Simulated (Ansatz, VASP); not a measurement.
# Two plane-wave programs on AgCl

```
Ag Cl
1.0
     0.00000    2.77315    2.77315
     2.77315    0.00000    2.77315
     2.77315    2.77315    0.00000
Ag Cl
1 1
Direct
  0.41886 0.50000 0.50000
  0.00000 0.00000 0.00000
```

Alike in both runs: task single point; functional PBE; k mesh 8 × 8 × 8; occupations gaussian, width 0.05 eV; no spin polarisation.

|  | VASP | Ansatz |
| --- | --- | --- |
| version | VASP 6.6.1 | Ansatz 0.2.0 |
| potentials or method | VASP PAW PBE potentials, release 64 (Ag, Cl) | scalar-relativistic, plane waves, PAW |
| plane-wave cutoff (eV) | 520 | 420 |
| valence electrons in the cell | 18 | 26 |

Ansatz gave:

```
gap on the k mesh at the Fermi level (eV)       : 0.86
least direct gap on the mesh (eV)               : 2.30
pressure (GPa)                                  : 3.3
largest component of the traceless stress (GPa) : 1.59
rms of the force components (eV/Å)              : 0.246
```

Task: Which values does VASP return?

Result: gap on the k mesh at the Fermi level (eV): 0.86; least direct gap on the mesh (eV): 2.30; pressure (GPa): 3.1; largest component of the traceless stress (GPa): 1.58; rms of the force components (eV/Å): 0.243.

Atom by atom the forces differ by 0.003 eV/Å (rms over components). The two sets of potentials don't hold the same shells in valence.

A k mesh can miss the band edges.
